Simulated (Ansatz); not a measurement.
# CuO (Cccm) in Ansatz: further runs

One crystal, CuO, is run at these levels: PBEsol, PBEsol+U, r2SCAN+U, PBE; tasks: band structure, single point, equation of state.

Program: Ansatz 0.2.0. These are calculated values, not measurements. Logs are shortened: lines on timing, memory, paths and dates and some standing lists are left out, and cuts for length are marked.

## 1. The crystal as given

It takes space group Cccm (No. 66, orthorhombic). The conventional cell has a = 3.982 Å, b = 4.307 Å, c = 5.156 Å, α = 90.00°, β = 90.00°, γ = 90.00°. Cu (site symmetry 2/m) is surrounded by 4 O at 1.95 Å. Around O (site symmetry 222) lie 4 Cu at 1.95 Å.

Measurements of this composition are mostly on another form, of space group No. 15.

## 2. Band structure, PBEsol

Input file input.yaml:

```yaml
crystal:
  lattice:
    - [1.990968, -2.15355, 0.0]
    - [1.990968, 2.15355, 0.0]
    - [0.0, 0.0, 5.155928]
  atoms:
    - { symbol: Cu, position: [0.5, 0.0, 0.0] }
    - { symbol: Cu, position: [0.0, 0.5, 0.5] }
    - { symbol: O, position: [0.5, 0.5, 0.25] }
    - { symbol: O, position: [0.5, 0.5, 0.75] }
hamiltonian:
  xc: pbesol
  pseudopotentials: { kind: paw }
kpoints:
  mp_grid: { grid: [9, 9, 5] }
  band_path:
    path:
      - [[0.0, 0.0, 0.0], [0.463677429, 0.463677429, 0.0], [0.0, 0.5, 0.0], [0.0, 0.5, 0.5], [0.463677429, 0.463677429, 0.5], [0.0, 0.0, 0.5], [0.0, 0.0, 0.0], [-0.5, 0.5, 0.0], [-0.463677429, 0.536322571, 0.0], [-0.463677429, 0.536322571, 0.5], [-0.5, 0.5, 0.5], [-0.5, 0.5, 0.0]]
      - [[0.0, 0.0, 0.5], [-0.5, 0.5, 0.5]]
    npoints: 14
scf:
  occupations: { method: fermi_dirac, width: 0.05 }
  n_extra_bands: 10
output:
  forces: true
  stress: true
  eigenvalues: true
  fatbands: false
```

Potentials or basis: Ansatz PAW.

On the command line:

```bash
$ ansatz run input.yaml --threads 2 --pin off --max-ram 5632MiB --backend cpu --events-out ev --progress --plain --runs-dir out
```

The log of the run:

```text
Warning: RAYON_NUM_THREADS=2 ignored (pool sized by the plan → 2); use --threads N
scf.n_extra_bands = 10 over 25 filled bands (N_el = 50.0): the run solves 35 bands
Engine: ansatz 0.2.0, aarch64-unknown-linux-gnu
Pseudopotentials: kind: paw
Pseudopotential: Cu, paw, valence charge 19, recommended cutoff 420 eV (normal), Cu.paw.azcp
Pseudopotential: O, paw, valence charge 6, recommended cutoff 420 eV (normal), O.paw.azcp
Functional definition: PBEsol
  exchange = pbesol_x
  correlation = pbesol_c
Crystal: 4 atoms, lattice volume = 44.214 Å³
Basis set: ecut = 420 eV, 841 PW (Γ), exchange–correlation on 40×40×72 points (8 copies of the dense FFT grid, shifted against one another)
Bands: 35, of which v1, the nominal top of the filled ones, is band 25 counted from 1 (24 counted from 0)
Symmetry: 8 space group operations
Space group: Cccm (ITA 66), of the structure as read, at distance tolerance 3.5e-5 Å
k-points: 75 of 405
Non-local potential: Cu, projectors of the file, l = 0: 3, l = 1: 2, l = 2: 3, l = 3: 1
Non-local potential: O, projectors of the file, l = 0: 2, l = 1: 2, l = 2: 1
PAW form: soft (Blöchl's): semilocal exchange-correlation on the pseudo side does not see the compensation charge
PAW frozen core: Cu, regenerated for the run's functional, and the local potential with it (the file was generated under x = pbe(κ = 0.804, μ = 0.2195149727645171), c = pbe(β = 0.06672455060314922))
PAW frozen core: O, regenerated for the run's functional, and the local potential with it (the file was generated under x = pbe(κ = 0.804, μ = 0.2195149727645171), c = pbe(β = 0.06672455060314922))
PAW one-centre angular grid: Cu, 590 points (default); XC on 64 Gauss nodes
PAW one-centre angular grid: O, 110 points (default); XC on 64 Gauss nodes
Initial density: superposition of atomic densities (neutral atoms: chi_scale 0, normalization atom), corrected by the library's trained network
Initial wavefunctions: pseudopotential atomic-orbital guess
Functional: x = pbesol(κ = 0.804, μ = 0.12345679012345678), c = pbesol(β = 0.046)
SCF iter   1: F=—  HF=-14296.558504 eV  |F-HF|=—  |Δ(HF+E_count)|=         —  Δρ=1.91e-2  dr2=1.11e-1  ethr=1.77e-3  ⟨swp⟩=5.3  Hψ=9932  notcnv=0  defer=18
preconditioner: auto → LDOS  [metal: Δε(μ)=0.027 eV  Ē_g=15.118 eV  σ=0.050 eV  W_gap=0.13  n_scr=16 (ndim 8)  ℏωp=32.6 eV  f_vac=0.043  D(μ)=2.21/eV (n_scr^D=18)  β→1.0]
SCF iter   2: F=—  HF=-14296.589743 eV  |F-HF|=—  |Δ(HF+E_count)|=   3.12e-2  Δρ=2.84e-2  dr2=1.88e-1  ethr=2.21e-4  ⟨swp⟩=2.4  Hψ=5689  notcnv=0  defer=220  recentre
SCF iter   3: F=—  HF=-14296.526215 eV  |F-HF|=—  |Δ(HF+E_count)|=   6.35e-2  Δρ=3.85e-3  dr2=5.53e-3  ethr=2.21e-4  ⟨swp⟩=2.2  Hψ=4664  notcnv=0  defer=220
SCF iter   4: F=—  HF=-14296.524962 eV  |F-HF|=—  |Δ(HF+E_count)|=   1.25e-3  Δρ=1.86e-3  dr2=1.03e-3  ethr=1.11e-5  ⟨swp⟩=2.3  Hψ=4153  notcnv=0  defer=219
SCF iter   5: F=—  HF=-14296.524807 eV  |F-HF|=—  |Δ(HF+E_count)|=   1.54e-4  Δρ=4.60e-4  dr2=6.14e-5  ethr=2.05e-6  ⟨swp⟩=1.5  Hψ=2794  notcnv=0  defer=219
SCF iter   6: F=—  HF=-14296.524673 eV  |F-HF|=—  |Δ(HF+E_count)|=   1.34e-4  Δρ=2.80e-5  dr2=2.28e-7  ethr=1.23e-7  ⟨swp⟩=2.0  Hψ=2966  notcnv=0  defer=219
SCF iter   7: F=-14296.524673 eV  HF=-14296.524673 eV  |F-HF|=1.19e-8  |Δ(HF+E_count)|=   1.03e-7  Δρ=6.16e-6  dr2=8.35e-9  ethr=2.00e-10  ⟨swp⟩=8.0  Hψ=12495  notcnv=0
SCF 1 converged in 7 iterations: F = -14296.524673 eV  dr2 = 8.35e-9
NSCF: frozen V_eff on 170 k-points
SCF converged after 7 iterations
Free energy (F): -14296.524673 eV
Harris-Foulkes:  -14296.524673 eV  (|F-HF|=1.19e-8)
Internal energy: -14296.505400 eV  (E = F + TS)
E sigma→0 (E₀):  -14296.515036 eV
Entropy (-TS):   -0.019274 eV (-4.818 meV/atom)
Fermi energy:    10.707988 eV
--- Per-component energies (eV) ---
  E_band       = -929.948914
  E_kinetic    = 939.780051
  E_local      = -10135.113924  (includes V_loc(G=0)·N_el)
  E_nonlocal   = 880.179112
  E_hartree    = 4379.902283
  E_xc         = -319.939543
  E_vxc        = -412.749181  (∫ρ·V_xc dr)
  E_paw        = -3552.898077  (= ΣΔE_a)
  E_vpaw       = -961.864114  (= ΣTr[D̂ρ^β])
  E_aug_tail   = 0.005533  (compensation charges beyond the density's cutoff)
  E_ewald      = -6488.903815
  E_core_change = 0.482980  (= ΣΔE_core)
  E_smearing   = -0.019274  (= −TS)
  E_closure    = -0.000000  (closes the sum)
  Σ components = -14296.524673   (vs F -14296.524673, Δ=0.00e0)
--- Forces (eV/Å), atoms counted from 1 ---
  atom   1  Cu    -0.00000000     0.00000000     0.00000000
  atom   2  Cu     0.00000000     0.00000000     0.00000000
  atom   3  O      0.00000000     0.00000000    -0.00000000
  atom   4  O      0.00000000     0.00000000     0.00000000
  max |Σ_I F_I| component: 1.26e-29 eV/Å
--- Stress (GPa, compression-positive) ---
       -4.428910      -0.000000       0.000000
       -0.000000      -6.072026      -0.000000
        0.000000      -0.000000      -7.620352
  P = ⅓ Tr σ = -6.0404 GPa (-60.404 kbar)
--- Band table (eV; the first three rows and the last of 75) ---
  k-point 0: bands = ["-101.6506", "-101.6503", "-59.3000", "-59.2997", "-59.2623", "-59.2565", "-58.9578", "-58.9574", "-9.0384", "-7.6999", "2.5196", "5.1969", "5.3601", "6.9963", "7.2591", "7.2701", "7.4518", "7.7471", "8.2025", "8.3286", "8.3834", "8.3926", "8.4578", "8.8505", "11.3161", "11.5007", "12.0606", "16.6790", "17.9460", "23.8730", "25.0584", "25.1700", "25.3967", "25.9746", "26.3778"]
  k-point 1: bands = ["-101.6507", "-101.6503", "-59.3000", "-59.2998", "-59.2617", "-59.2571", "-58.9578", "-58.9575", "-8.9313", "-7.8551", "2.9114", "5.2227", "5.3576", "6.8075", "7.0893", "7.0900", "7.1894", "7.4506", "8.3258", "8.3953", "8.4493", "8.6179", "8.6929", "8.7548", "11.1575", "11.3240", "12.5831", "15.7809", "19.1789", "23.9950", "24.7780", "25.2770", "25.3193", "26.0132", "26.0220"]
  k-point 2: bands = ["-101.6506", "-101.6504", "-59.2999", "-59.2998", "-59.2603", "-59.2585", "-58.9577", "-58.9576", "-8.6346", "-8.2275", "3.9675", "5.2838", "5.3376", "5.4092", "6.8846", "6.8894", "7.2838", "7.4117", "8.4047", "8.4130", "8.4286", "8.5552", "9.0871", "9.1384", "10.8676", "10.9514", "13.6002", "14.6683", "21.1578", "23.2174", "24.3838", "25.0954", "25.5966", "25.6453", "26.2365"]
  k-point 74: bands = ["-101.6494", "-101.6494", "-59.3114", "-59.3105", "-59.2575", "-59.2571", "-58.9665", "-58.9660", "-7.7515", "-7.5951", "4.4318", "4.8121", "4.8751", "5.2574", "5.3516", "5.5579", "7.7631", "8.0056", "8.3989", "8.4259", "8.7241", "8.7348", "9.2990", "9.3406", "9.8929", "10.6444", "14.1912", "15.3815", "20.5740", "20.8506", "22.2006", "22.6677", "25.0909", "25.3949", "26.8561"]
```

It took 5.4 s on 2 threads of Arm Neoverse V2, shared host; peak memory 0.37 GiB.

Results:

```
Free energy            : -14296.5247 eV
Pressure               : -6.0 GPa
Band gap on the k mesh : none (metal or under the smearing width)
```

Levels at the corners of the path, in eV from the Fermi level:
```csv
point,band 23,band 24,band 25,band 26,band 27,band 28
Γ,-2.25,-1.86,0.61,0.79,1.35,5.97
X,-1.56,-1.20,-1.18,1.14,2.23,6.93
S,-1.52,-1.47,0.24,0.48,3.58,5.86
R,-1.96,-1.77,-0.13,0.70,4.24,5.85
A,-1.38,-1.38,-0.47,-0.47,4.00,4.00
Z,-1.51,-1.51,0.13,0.13,3.43,3.43
Γ,-2.25,-1.86,0.61,0.79,1.35,5.97
Y,-1.58,-1.17,-1.11,1.15,2.07,7.14
X1,-1.56,-1.20,-1.18,1.14,2.23,6.93
A1,-1.38,-1.38,-0.47,-0.47,4.00,4.00
T,-1.36,-1.36,-0.49,-0.49,3.95,3.95
Y,-1.58,-1.17,-1.11,1.15,2.07,7.14
Z,-1.51,-1.51,0.13,0.13,3.43,3.43
T,-1.36,-1.36,-0.49,-0.49,3.95,3.95
```

Caveat: the pressure holds a Pulay correction of +0.7 GPa for the finite cutoff; the run has no spin polarisation, though such a crystal can be magnetic; semilocal functionals often make such compounds metallic where correlation or magnetic order opens a gap, which also shifts bond lengths; the PAW data sets come from PBE, with cores solved anew for the run's functional, which leaves a small shift of forces and pressure.

## 3. Band structure, PBEsol+U

Edit input.yaml of step 2 so:

```diff
@@ -13,2 +13,3 @@
   pseudopotentials: { kind: paw }
+  hubbard: { sites: [{ species: Cu, l: d, u_eff: 5.3 }] }
 kpoints:
```

Potentials or basis: Ansatz PAW.

On the command line:

```bash
$ ansatz run input.yaml --threads 2 --pin off --max-ram 5632MiB --backend cpu --events-out ev --progress --plain --runs-dir out
```

Wall time 7.3 s (2 threads of Arm Neoverse V2, shared host); peak memory 0.45 GiB.

The run converged. Its results:

```yaml
Free_energy: -14294.1895 eV
Pressure: -3.2 GPa
Band_gap_on_the_k_mesh: none (metal or under the smearing width)
```

Stress tensor (GPa, compression positive):
```
-2.29  0.00  0.00
 0.00 -3.15  0.00
 0.00  0.00 -4.02
```

Levels at the corners of the path, in eV from the Fermi level:
```tsv
point	band 21	band 22	band 23	band 24	band 25	band 26	band 27	band 28	band 29	band 30
Γ	-3.03	-3.02	-2.74	-2.10	0.64	0.84	1.71	6.54	7.77	13.81
X	-3.69	-3.66	-1.97	-1.89	-1.84	1.25	2.85	7.60	9.77	11.05
S	-3.49	-2.58	-2.48	-1.82	0.33	0.57	4.23	6.38	6.87	11.41
R	-3.79	-2.85	-2.78	-2.48	-0.24	0.72	4.81	6.39	8.56	9.21
A	-2.53	-2.53	-2.24	-2.24	-0.53	-0.53	4.66	4.66	10.63	10.63
Z	-2.99	-2.99	-1.92	-1.92	0.20	0.20	3.86	3.86	12.11	12.11
Γ	-3.03	-3.02	-2.74	-2.10	0.64	0.84	1.71	6.54	7.77	13.81
Y	-3.74	-3.69	-1.95	-1.87	-1.80	1.26	2.71	7.82	9.75	10.91
X1	-3.69	-3.66	-1.97	-1.89	-1.84	1.25	2.85	7.60	9.77	11.05
A1	-2.53	-2.53	-2.24	-2.24	-0.53	-0.53	4.66	4.66	10.63	10.63
T	-2.51	-2.51	-2.21	-2.21	-0.54	-0.54	4.61	4.61	10.62	10.62
Y	-3.74	-3.69	-1.95	-1.87	-1.80	1.26	2.71	7.82	9.75	10.91
Z	-2.99	-2.99	-1.92	-1.92	0.20	0.20	3.86	3.86	12.11	12.11
T	-2.51	-2.51	-2.21	-2.21	-0.54	-0.54	4.61	4.61	10.62	10.62
```

Eigenvalues of the final occupation matrices:
```
  site  spin  trace               eigenvalues
site 1     1   4.76  0.80 0.97 0.99 0.99 1.00
site 2     1   4.76  0.80 0.97 0.99 0.99 1.00
```

Caveat: the pressure holds a Pulay correction of +0.7 GPa for the finite cutoff; the run has no spin polarisation, though such a crystal can be magnetic; U without spin polarisation on a metal has little footing; the PAW data sets come from PBE, with cores solved anew for the run's functional, which leaves a small shift of forces and pressure.

[end of part 1 of 2]
